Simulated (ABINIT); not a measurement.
## CdS (Greenockite): a self-consistent loop beyond G0W0, cycle by cycle

Aim: iterate the self-energy on CdS (Greenockite) and follow the gap from cycle to cycle.

Main program and level: ABINIT 10.8.3; PBE and many-body steps on it, plane waves.

The database entry behind the starting cell differs from later determinations by our own check (about 0.35 % long), so it need not match the best structure at ambient conditions.

**1. Starting point**

It takes space group P6_3mc (No. 186, hexagonal). Conventional cell: a = 4.150 Å, b = 4.150 Å, c = 6.737 Å, α = 90.00°, β = 90.00°, γ = 120.00°. Nearest to Cd lie 4 S at 2.53 to 2.54 Å. Nearest to S lie 4 Cd at 2.53 to 2.54 Å. Farther neighbours and most contacts between anions are not listed.

The cell and positions come from the Crystallography Open Database and are kept as given unless a step says otherwise.

**2. Empty states on the mesh, 3×3×2 mesh, 129 bands**

This step: ABINIT 10.8.3; DFT, PBE, plane waves, norm-conserving pseudopotentials.

The sums over transitions need many empty states on a uniform mesh; this step solves for them.

The input, run.abi:

```
acell 3*1.0 Angstrom
rprim 
  4.149999999997 0.000000000001 0.000000000000
  -2.074999999999 3.594005425702 0.000000000000
  0.000000000000 0.000000000000 6.737000000000
ntypat 2
znucl 48 16
natom 4
typat 1 1 2 2
xred 
  0.333333333333 0.666666666667 0.000000000000
  0.666666666667 0.333333333333 0.500000000000
  0.333333333333 0.666666666667 0.375000000000
  0.666666666667 0.333333333333 0.875000000000
pp_dirpath "pseudos"
pseudos "Cd.upf, S.upf"
ecut 47
ngkpt 3 3 2
nshiftk 1
shiftk 0 0 0
kptopt 1
chksymbreak 0
iscf -2
irdden 1
istwfk *1
nband 129
nbdbuf 10
tolwfr 1e-09
nstep 60
prtvol 0
indata_prefix "in"
outdata_prefix "out"
tmpdata_prefix "tmp"
```

The run is started by

```sh
OMP_NUM_THREADS=1 mpirun -n 8 abinit run.abi > log
```

Numbers of over 12 decimals in the logs are rounded to 6 here.

Output:

```text
.Version 10.8.3 of ABINIT. v10.8.2 released Aug 2026.

 Symmetries : space group P6_3 m c (#186); Bravais hP (primitive hexag.)
[... echo of the input left out ...]
== DATASET  1 ==================================================================
-   mpi_nproc: 8, omp_nthreads: 1 (-1 if OMP is not activated)
-    --> not optimal distribution: autoparal keyword recommended in input file <--

--- !DatasetInfo
iteration_state: {dtset: 1, }
dimensions: {natom: 4, nkpt: 6, mband: 129, nsppol: 1, nspinor: 1, nspden: 1, mpw: 10458, }
cutoff_energies: {ecut:  47.0, pawecutdg:  -1.0, }
[...]
1.88408    1.88408    1.89174    1.90265    1.90265    1.92042    1.95181    1.97311
   1.97311    2.00504    2.00727    2.00727    2.02538    2.04715    2.04721    2.08883
   2.09920
 prteigrs : prtvol=0 or 1, do not print more k-points.

== END DATASET(S) ==============================================================
================================================================================

 -outvars: echo values of variables after computation  --------
            nband         129
             nkpt           6
          spgroup         186
 [... the other variables as echoed above ...]

 Calculation completed.
```

Wall time 61 s (8 MPI ranks of Arm Neoverse V1, shared host); peak memory 0.83 GiB.

This step gave:

| Quantity | Value |
| --- | --- |
| gap | 1.196 eV |
| k of the valence top | 0, 0, 0 |
| k of the conduction bottom | 0, 0, 0 |
| least direct gap | 1.196 eV |
| k points computed | 6 |
| lowest point of the top converged band, above the valence top | 47.66 eV |

On this mesh the gap is 1.196 eV.

The density comes from a self-consistent run that is not shown.

**3. Screening, 3×3×2 mesh, 119 bands, screening to 106.1 eV**

The RPA dielectric matrix is built and inverted for each q.

This step: RPA screening on PBE, plane waves, norm-conserving pseudopotentials.

Changes to run.abi since step 2:

```diff
@@ -22,10 +22,11 @@
 chksymbreak 0
-iscf -2
-irdden 1
 istwfk *1
-nband 129
-nbdbuf 10
-tolwfr 1e-09
-nstep 60
-prtvol 0
+occopt 1
+irdwfk 1
+optdriver 3
+nband 119
+ecuteps 3.9
+inclvkb 2
+awtr 1
+symchi 1
 indata_prefix "in"
```

Output:

```text
.Version 10.8.3 of ABINIT. v10.8.2 released Aug 2026.

 Symmetries : space group P6_3 m c (#186); Bravais hP (primitive hexag.)
[... echo of the input left out ...]
== DATASET  1 ==================================================================
-   mpi_nproc: 8, omp_nthreads: 1 (-1 if OMP is not activated)

--- !DatasetInfo
iteration_state: {dtset: 1, }
dimensions: {natom: 4, nkpt: 6, mband: 119, nsppol: 1, nspinor: 1, nspden: 1, mpw: 10458, }
cutoff_energies: {ecut:  47.0, pawecutdg:  -1.0, }
electrons: {nelect:   5.20000000E+01, charge:   0.00000000E+00, occopt:   1.00000000E+00, tsmear:   1.00000000E-02, }

 SCREENING: Calculation of the susceptibility and dielectric matrices

 Based on a program developped by R.W. Godby, V. Olevano, G. Onida, and L. Reining.
 Incorporated in ABINIT by V. Olevano, G.-M. Rignanese, and M. Torrent.
.Using double precision arithmetic ; gwpc =  8

[... cell and pseudopotentials left out ...]
--------------------------------------------------------------------------------

 ==== K-mesh for the wavefunctions ====
 Number of points in the irreducible wedge :     6
[... list of points left out ...]
 Together with 12 symmetry operations and time-reversal symmetry
 yields    18 points in the full Brillouin Zone.

 ==== Q-mesh for the screening function ====
 Number of points in the irreducible wedge :     6
[... list of points left out ...]
 Together with 12 symmetry operations and time-reversal symmetry
 yields    18 points in the full Brillouin Zone.

 setmesh: FFT mesh size selected  =    27x   27x   54
          total number of points  =        39366

 vcoul_init : cutoff-mode = AUXILIARY_FUNCTION
 q-points for optical limit:   1
     1)      0.000010    0.000020    0.000030

- screening: taking advantage of time-reversal symmetry
- Maximum band index for partially occupied states nbvw = 26
- Remaining bands to be divided among processors   nbcw = 93
- Number of bands treated by each node ~11

 Number of electrons calculated from density =   52.0000; Expected =   52.0000
 average of density, n =  0.076686
 r_s =    1.4602
 omega_plasma =   26.7124 [eV]

 calculating chi0 at frequencies [eV] :
  1    0.000000E+00    0.000000E+00
  2    0.000000E+00    2.671236E+01

--------------------------------------------------------------------------------
  q-point number  1        q = ( 0.000000, 0.000000, 0.000000) [r.l.u.]
--------------------------------------------------------------------------------
[... chi0 elements left out ...]
 For q-point:  0.000010 0.000020 0.000030
  dielectric constant =  13.4685
  dielectric constant without local fields =  14.2531

  Average fulfillment of the sum rule on Im[epsilon] for q-point    1 :     48.79  [%]
[... wings left out ...]
  q-point number  2        q = ( 0.333333, 0.000000, 0.000000) [r.l.u.]
--------------------------------------------------------------------------------
[... chi0 elements left out ...]
  Average fulfillment of the sum rule on Im[epsilon] for q-point    2 :     53.76  [%]

 [... 4 further q-points ...]
```

Run time: 27 s. Hardware: 8 MPI ranks; peak memory 2.2 GiB.

This step gave:

```
ε∞ with local fields, on this mesh, along the program's q direction : 13.47
the same without local fields                                       : 14.25
plasma frequency                                                    : 26.71 eV
plane waves in the screening matrix                                 : 251
```

Local fields lower ε∞ by 6 %. On a Γ-centred mesh this coarse the value itself is usually too large, while a short band sum pulls it down.

**4. G0W0**

The self-energy is evaluated for the states that the input lists, and the levels follow from it, in one-shot runs by the linearised quasiparticle equation.

This step: G0W0 on PBE, plane waves, norm-conserving pseudopotentials.

Changes to run.abi since step 3:

```diff
@@ -25,8 +25,15 @@
 irdwfk 1
-optdriver 3
+optdriver 4
 nband 119
+gwcalctyp 0
+ecutsigx 47
+symsigma 1
+nkptgw 1
+kptgw 
+  0.0000000000 0.0000000000 0.0000000000
+bdgw 
+  25 28
 ecuteps 3.9
-inclvkb 2
-awtr 1
-symchi 1
+irdscr 1
+ppmodel 1
 indata_prefix "in"
```

Output:

```text
.Version 10.8.3 of ABINIT. v10.8.2 released Aug 2026.

 Symmetries : space group P6_3 m c (#186); Bravais hP (primitive hexag.)
[... echo of the input left out ...]
== DATASET  1 ==================================================================
-   mpi_nproc: 8, omp_nthreads: 1 (-1 if OMP is not activated)

--- !DatasetInfo
iteration_state: {dtset: 1, }
dimensions: {natom: 4, nkpt: 6, mband: 119, nsppol: 1, nspinor: 1, nspden: 1, mpw: 10458, }
cutoff_energies: {ecut:  47.0, pawecutdg:  -1.0, }
electrons: {nelect:   5.20000000E+01, charge:   0.00000000E+00, occopt:   1.00000000E+00, tsmear:   1.00000000E-02, }

 SIGMA: Calculation of the GW corrections

 Based on a program developped by R.W. Godby, V. Olevano, G. Onida, and L. Reining.
 Incorporated in ABINIT by V. Olevano, G.-M. Rignanese, and M. Torrent.
.Using double precision arithmetic ; gwpc =  8

[... cell and pseudopotentials left out ...]
--------------------------------------------------------------------------------

 ==== K-mesh for the wavefunctions ====
 Number of points in the irreducible wedge :     6
[... list of points left out ...]
 Together with 12 symmetry operations and time-reversal symmetry
 yields    18 points in the full Brillouin Zone.

 ==== Q-mesh for screening function ====
 Number of points in the irreducible wedge :     6
[... list of points left out ...]
 Together with 12 symmetry operations and time-reversal symmetry
 yields    18 points in the full Brillouin Zone.

 vcoul_init : cutoff-mode = AUXILIARY_FUNCTION
 q-points for optical limit:   1
     1)      0.000010    0.000020    0.000030
 setmesh: FFT mesh size selected  =    45x   45x   80
          total number of points  =       162000

 Number of electrons calculated from density =   52.0000; Expected =   52.0000
 average of density, n =  0.076686
 r_s =    1.4602
 omega_plasma =   26.7124 [eV]

 === KS Band Gaps ===
  >>>> For spin  1
   Minimum direct gap =   1.1956 [eV], located at k-point      :   0.0000  0.0000  0.0000
   Fundamental gap    =   1.1956 [eV], Top of valence bands at :   0.0000  0.0000  0.0000
                                       Bottom of conduction at :   0.0000  0.0000  0.0000
 SIGMA fundamental parameters:
 PLASMON POLE MODEL  1
 number of plane-waves for SigmaX                10383
 number of plane-waves for SigmaC and W            251
 number of plane-waves for wavefunctions         10383
 number of bands                                   119
 number of independent spin polarizations            1
 number of spinorial components                      1
 number of k-points in IBZ                           6
 number of q-points in IBZ                           6
 number of symmetry operations                      12
 number of k-points in BZ                           18
 number of q-points in BZ                           18
 number of frequencies for dSigma/dE                 9
 frequency step for dSigma/dE [eV]                0.25
 number of omega for Sigma on real axis              0
 max omega for Sigma on real axis  [eV]           0.00
 zcut for avoiding poles [eV]                     0.10

 EPSILON^-1 parameters (SCR file):
 dimension of the eps^-1 matrix on file            251
 dimension of the eps^-1 matrix used               251
 number of plane-waves for wavefunctions         10383
 number of bands                                   119
 number of q-points in IBZ                           6
 number of frequencies                               2
 number of real frequencies                          1
 number of imag frequencies                          1

 matrix elements of self-energy operator (all in [eV])

 Perturbative Calculation

--- !SelfEnergy_ee
iteration_state: {dtset: 1, }
kpoint     : [   0.000,    0.000,    0.000, ]
spin       : 1
KS_gap     :    1.196
QP_gap     :    2.035
Delta_QP_KS:    0.840
data: !SigmaeeData |
     Band     E0 <VxcDFT>   SigX SigC(E0)      Z dSigC/dE  Sig(E)    E-E0       E
       25   4.218 -15.295 -18.267   2.533   0.780  -0.282 -15.638  -0.343   3.876
       26   4.218 -15.295 -18.267   2.533   0.780  -0.282 -15.638  -0.343   3.876
       27   5.414 -10.655  -6.560  -3.484   0.814  -0.229 -10.158   0.497   5.911
       28   7.010 -11.001  -6.530  -3.700   0.815  -0.226 -10.372   0.629   7.639

== END DATASET(S) ==============================================================
================================================================================

 -outvars: echo values of variables after computation  --------
           etotal      0.0000000000E+00
            nband         119
             nkpt           6
          spgroup         186
 [... the other variables as echoed above ...]

 Calculation completed.
```

The job ended after 4.7 s (8 MPI ranks; peak memory 1.5 GiB).

This step gave:

```yaml
g0w0_gap_on_the_points_computed: 2.035 eV
starting_gap_on_the_mesh: 1.196 eV
k_of_the_valence_top: 0, 0, 0
k_of_the_conduction_bottom: 0, 0, 0
z_at_the_valence_top: 0.78
z_at_the_conduction_bottom: 0.814
least_direct_g0w0_gap_on_the_computed_points: 2.035 eV
```

The gap on the mesh goes from 1.20 eV to 2.03 eV, a correction of +0.84 eV.

**5. evGW0, cycle 1**

This step: evGW0 on PBE, plane waves, norm-conserving pseudopotentials.

Changes to run.abi since step 4:

```diff
@@ -27,10 +27,20 @@
 nband 119
-gwcalctyp 0
+gwcalctyp 10
 ecutsigx 47
 symsigma 1
-nkptgw 1
+nkptgw 6
 kptgw 
   0.0000000000 0.0000000000 0.0000000000
+  0.3333333333 0.0000000000 0.0000000000
+  0.3333333333 0.3333333333 0.0000000000
+  0.0000000000 0.0000000000 0.5000000000
+  0.3333333333 0.0000000000 0.5000000000
+  0.3333333333 0.3333333333 0.5000000000
 bdgw 
-  25 28
+  11 34
+  11 34
+  11 34
+  11 34
+  11 34
+  11 34
 ecuteps 3.9
```

Output:

```text
.Version 10.8.3 of ABINIT. v10.8.2 released Aug 2026.

 Symmetries : space group P6_3 m c (#186); Bravais hP (primitive hexag.)
[... echo of the input left out ...]
== DATASET  1 ==================================================================
-   mpi_nproc: 8, omp_nthreads: 1 (-1 if OMP is not activated)

--- !DatasetInfo
iteration_state: {dtset: 1, }
dimensions: {natom: 4, nkpt: 6, mband: 119, nsppol: 1, nspinor: 1, nspden: 1, mpw: 10458, }
cutoff_energies: {ecut:  47.0, pawecutdg:  -1.0, }
electrons: {nelect:   5.20000000E+01, charge:   0.00000000E+00, occopt:   1.00000000E+00, tsmear:   1.00000000E-02, }

 SIGMA: Calculation of the GW corrections

 Based on a program developped by R.W. Godby, V. Olevano, G. Onida, and L. Reining.
 Incorporated in ABINIT by V. Olevano, G.-M. Rignanese, and M. Torrent.
.Using double precision arithmetic ; gwpc =  8

[... cell and pseudopotentials left out ...]
--------------------------------------------------------------------------------

 ==== K-mesh for the wavefunctions ====
 Number of points in the irreducible wedge :     6
[... list of points left out ...]
 Together with 12 symmetry operations and time-reversal symmetry
 yields    18 points in the full Brillouin Zone.

 ==== Q-mesh for screening function ====
 Number of points in the irreducible wedge :     6
[... list of points left out ...]
 Together with 12 symmetry operations and time-reversal symmetry
 yields    18 points in the full Brillouin Zone.

 vcoul_init : cutoff-mode = AUXILIARY_FUNCTION
 q-points for optical limit:   1
     1)      0.000010    0.000020    0.000030
 setmesh: FFT mesh size selected  =    45x   45x   80
          total number of points  =       162000

 Number of electrons calculated from density =   52.0000; Expected =   52.0000
[...]
KS_gap     :    4.806
QP_gap     :    5.818
Delta_QP_KS:    1.012
data: !SigmaeeData |
     Band     E_DFT   <VxcDFT>   E(N-1)  <Hhartree>   SigX  SigC[E(N-1)]    Z     dSigC/dE  Sig[E(N)]  DeltaE  E(N)_pert E(N)_diago
[...]
--- !SelfEnergy_ee
iteration_state: {dtset: 1, }
kpoint     : [   0.333,    0.333,    0.500, ]
spin       : 1
KS_gap     :    5.489
QP_gap     :    6.646
Delta_QP_KS:    1.157
data: !SigmaeeData |
     Band     E_DFT   <VxcDFT>   E(N-1)  <Hhartree>   SigX  SigC[E(N-1)]    Z     dSigC/dE  Sig[E(N)]  DeltaE  E(N)_pert E(N)_diago
[...]
33    13.496    -9.670    13.496    23.166    -4.840    -4.212     0.803    -0.246    -9.174     0.497    13.992    14.114
       34    13.496    -9.670    13.496    23.166    -4.840    -4.212     0.803    -0.246    -9.174     0.497    13.992    14.114

 New Fermi energy :        1.801441E-01 Ha ,    4.901971E+00 eV

 === QP Band Gaps ===
  >>>> For spin  1
   Minimum direct gap =   2.2456 [eV], located at k-point      :   0.0000  0.0000  0.0000
   Fundamental gap    =   2.2456 [eV], Top of valence bands at :   0.0000  0.0000  0.0000
                                       Bottom of conduction at :   0.0000  0.0000  0.0000

 writing QP data on file : out_QPS

 Convergence of QP corrections
 >>>>> For spin  1 <<<<<
.  kptgw no:  1; Maximum DeltaE = (   0.000   0.000) for band index:  7
.  kptgw no:  2; Maximum DeltaE = (   0.773  -0.000) for band index:  9
.  kptgw no:  3; Maximum DeltaE = (   0.461   0.000) for band index:  5
.  kptgw no:  4; Maximum DeltaE = (   0.699  -0.003) for band index: 10
.  kptgw no:  5; Maximum DeltaE = (   0.698   0.002) for band index:  8
.  kptgw no:  6; Maximum DeltaE = (   0.486  -0.002) for band index:  7

== END DATASET(S) ==============================================================
================================================================================

 -outvars: echo values of variables after computation  --------
           etotal      0.0000000000E+00
            nband         119
             nkpt           6
          spgroup         186
 [... the other variables as echoed above ...]

 Calculation completed.
```

It took 79 s on 8 MPI ranks; peak memory 5 GiB.

Numbers from this step:

```
quasiparticle gap on the mesh                         : 2.246 eV
gap of the density functional on the mesh             : 1.196 eV
k of the valence top                                  : 0, 0, 0
k of the conduction bottom                            : 0, 0, 0
Z at the valence top                                  : 0.78
Z at the conduction bottom                            : 0.814
least direct quasiparticle gap on the computed points : 2.246 eV
```

Against G0W0 in ABINIT (3×3×2 mesh, 119 bands, screening to 106.1 eV, Godby-Needs plasmon pole), the gap moves by +0.211 eV. This first cycle still uses the starting levels; it takes the full correction, at all points of the mesh, and its linearised value is 2.035 eV.

**6. evGW0, cycle 2**

The corrected levels of the last cycle go back in.

Changes to run.abi since step 5:

```diff
@@ -48,2 +48,3 @@
 ppmodel 1
+irdqps 1
 indata_prefix "in"
```

Output:

```text
.Version 10.8.3 of ABINIT. v10.8.2 released Aug 2026.

 Symmetries : space group P6_3 m c (#186); Bravais hP (primitive hexag.)
[... echo of the input left out ...]
== DATASET  1 ==================================================================
-   mpi_nproc: 8, omp_nthreads: 1 (-1 if OMP is not activated)

--- !DatasetInfo
iteration_state: {dtset: 1, }
dimensions: {natom: 4, nkpt: 6, mband: 119, nsppol: 1, nspinor: 1, nspden: 1, mpw: 10458, }
cutoff_energies: {ecut:  47.0, pawecutdg:  -1.0, }
[...]
.  kptgw no:  4; Maximum DeltaE = (   0.024  -0.000) for band index: 24
.  kptgw no:  5; Maximum DeltaE = (   0.037   0.000) for band index: 23
.  kptgw no:  6; Maximum DeltaE = (   0.018   0.000) for band index: 17

== END DATASET(S) ==============================================================
================================================================================

 -outvars: echo values of variables after computation  --------
           etotal      0.0000000000E+00
            nband         119
             nkpt           6
          spgroup         186
 [... the other variables as echoed above ...]

 Calculation completed.
```

Run time: 79 s. Hardware: 8 MPI ranks; peak memory 5 GiB; 11 min of CPU time.

Numbers from this step:

| Item | Value |
| --- | --- |
| quasiparticle gap on the mesh | 2.171 eV |
| gap of the density functional on the mesh | 1.196 eV |
| k of the valence top | 0, 0, 0 |
| k of the conduction bottom | 0, 0, 0 |
| least direct quasiparticle gap on the computed points | 2.171 eV |

Against the cycle before, the gap moves by −0.075 eV.

(Part 1 of 3 ends here.)

[Paths, hosts, dates, memory and timing lines, banners, echoed tables and standing remarks are left out of the program output.]

[Logs are printed without paths, hosts, clocks, repeated set-up lines and the standing remarks that a program may print on its own settings, such as how far it seeks lower states.]

[Runs of the session that timed out or met a known fault of the program may be left out.]

[Hosts, paths, dates, database ids (printed as entryN), source tags and the programs' standing remarks are cut or masked in the printed files.]

[G0W0 gaps are taken among the corrected bands and points alone; a level outside them can change the order at an edge.]

[Where Ansatz stands beside ABINIT at settings called matched, ABINIT's density can come from a denser mesh and the files from another edition; pairs whose starting gaps differed by over 0.03 eV were left out, so agreement reads better than it is.]
